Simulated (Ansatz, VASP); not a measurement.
FeO (Wuestite): VASP beside Ansatz

File INCAR:

```
  ALGO = Normal
  EDIFF = 1E-6
  ENCUT = 520
  GGA = PS
  ISIF = 2
  ISMEAR = -1
  ISPIN = 2
  LASPH = True
  LCHARG = False
  LMAXMIX = 4
  LORBIT = 11
  LREAL = False
  LWAVE = False
  MAGMOM = 3 0
  NBANDS = 18
  NELM = 150
  PREC = Accurate
  SIGMA = 0.05
```

KPOINTS

```
k-points
0
Gamma
  11 11 11
```

Contents of POSCAR:

```
FeO
1.0
    1.5486092669      0.8940899771      2.5689933065
   -1.5486092669      0.8940899771      2.5689933065
    0.0000000000     -1.7881799543      2.5689933065
Fe O
1 1
Direct
    0.0000000000      0.0000000000      0.0000000000
    0.5000000000      0.5000000000      0.5000000000
```

input.yaml

```yaml
crystal:
  lattice:
    - [1.5486092669, 0.8940899771, 2.5689933065]
    - [-1.5486092669, 0.8940899771, 2.5689933065]
    - [0.0, -1.7881799543, 2.5689933065]
  atoms:
    - { symbol: Fe, position: [0.0, 0.0, 0.0], spin: 3.0 }
    - { symbol: O, position: [0.5, 0.5, 0.5] }
kpoints:
  mp_grid: { grid: [11, 11, 11] }
scf:
  occupations: { method: fermi_dirac, width: 0.05 }
hamiltonian:
  xc: pbesol
  pseudopotentials: { kind: all_electron, lapw: { basis_error: 0.0005 } }
magnetization:
  spin_polarized: true
output:
  forces: true
  stress: true
  eigenvalues: true
```

Change from the starting cell: volume scaled by 1.06.

Alike in both runs: task single point; functional PBEsol; k mesh 11 × 11 × 11; occupations fermi-dirac, width 0.05 eV; collinear spin.

|  | VASP | Ansatz |
| --- | --- | --- |
| version | VASP 6.6.1 | Ansatz 0.2.0 |
| potentials or method | VASP PAW PBE potentials, release 64 (Fe, O) | all-electron LAPW, scalar-relativistic |
| plane-wave cutoff (eV) | 520 | see its input |

Ansatz gave:

```
gap on the k mesh at the Fermi level (eV)                     : none
pressure (GPa)                                                : -17.8
largest component of the traceless stress (GPa)               : 0.72
net moment per atom (μB)                                      : 2.00
size of the moment on the site where the two differ most (μB) : 0.31
```

Task: Which values does VASP return?

Result: gap on the k mesh at the Fermi level (eV): none; pressure (GPa): -17.8; largest component of the traceless stress (GPa): 0.75; net moment per atom (μB): 2.00; size of the moment on the site where the two differ most (μB): 0.29.

Site moments also hang on the region over which each program counts them. A gap of «none» marks a metal or a gap that the smearing closes. Ansatz ran all-electron here, so the differences hold the error of VASP's frozen core and of both bases.

Caveats: a cell with one magnetic atom can't hold antiferromagnetic order, which such compounds often take; semilocal functionals often make such compounds metallic where correlation or magnetic order opens a gap, which also shifts bond lengths; so large a pressure means that the cell lies far from this level's equilibrium, or that cutoff or potentials fall short (VASP); the potentials were made for another functional, which shifts forces and pressure (VASP).
